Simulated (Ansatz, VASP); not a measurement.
**One calculation of Na, two programs**

```
CELL_PARAMETERS angstrom
2.67883 0.00000 0.00000
0.00000 2.67883 0.00000
0.00000 0.00000 4.99518
ATOMIC_POSITIONS crystal
Na 0.50000 0.50000 0.00000
```

Alike in both runs: task single point; functional PBE; k mesh 6 × 6 × 4; occupations gaussian, width 0.1 eV; no spin polarisation.

|  | VASP | Ansatz |
| --- | --- | --- |
| version | VASP 6.6.1 | Ansatz 0.2.0 |
| potentials or method | VASP PAW PBE potentials, release 64 (Na_pv) | scalar-relativistic, plane waves, PAW |
| plane-wave cutoff (eV) | 520 | 420 |
| valence electrons in the cell | 7 | 9 |

VASP gave:

```
gap on the k mesh at the Fermi level (eV)       : none
pressure (GPa)                                  : 5.7
largest component of the traceless stress (GPa) : 8.35
```

**Question.** What did Ansatz give for the same quantities?

**Answer.** gap on the k mesh at the Fermi level (eV): none; pressure (GPa): 5.7; largest component of the traceless stress (GPa): 8.33.

A gap of «none» marks a metal or a gap that the smearing closes. With one functional, cell and mesh, what is left measures potentials, basis and numerics. The two sets of potentials don't hold the same shells in valence.

Caveats: the k mesh is coarse (spacing up to 0.39 Å⁻¹), so the values aren't converged.
